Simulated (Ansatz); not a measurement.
CdTe:

```xyz
2
Lattice="0.0000 3.2050 3.2050 3.2050 0.0000 3.2050 3.2050 3.2050 0.0000" Properties=species:S:1:pos:R:3 pbc="T T T"
Te    4.8075    4.8075    4.8075
Cd    0.0000    0.0000    0.0000
```

| Quantity | Value |
| --- | --- |
| Program | Ansatz 0.2.0 |
| Task | relaxation of cell and atoms |
| Functional | HSE03 |
| Potentials or basis | Ansatz PAW |
| Cutoff | 420 eV (not typed: the program's choice for these potentials) |
| k mesh | 4 × 4 × 4 |
| Occupations | fermi-dirac, width 0.05 eV |
| Spin | no spin polarisation |

At the start: volume 32.92 Å³/atom.

Problem. How do energy, volume and symmetry change on relaxing?

Solution. It ends after 5 steps and the volume is 35.66 Å³/atom (+8.3 %); space group F-43m (No. 216, to 0.05 Å).

The path:
```csv
step,energy change (eV),largest force (eV/Å),volume (Å³)
1,0.0000,0.0000,65.84
2,-0.0351,0.0000,74.74
3,-0.0543,0.0000,71.78
4,-0.0550,0.0000,71.33
5,-0.0579,0.0000,71.33
```

Final structure:
```xyz
2
Lattice="0.0000 3.2916 3.2916 3.2916 0.0000 3.2916 3.2916 3.2916 0.0000" Properties=species:S:1:pos:R:3 pbc="T T T"
Te    4.9375    4.9375    4.9375
Cd    0.0000    0.0000    0.0000
```

Caveat: the k mesh is coarse (spacing up to 0.42 Å⁻¹), so the values aren't converged, least of all with exact exchange; the plane-wave basis is chosen anew once the cell has moved, so the energies of steps on either side of that aren't comparable; the PAW data sets come from PBE, with cores solved anew for the run's functional, which leaves a small shift of forces and pressure.
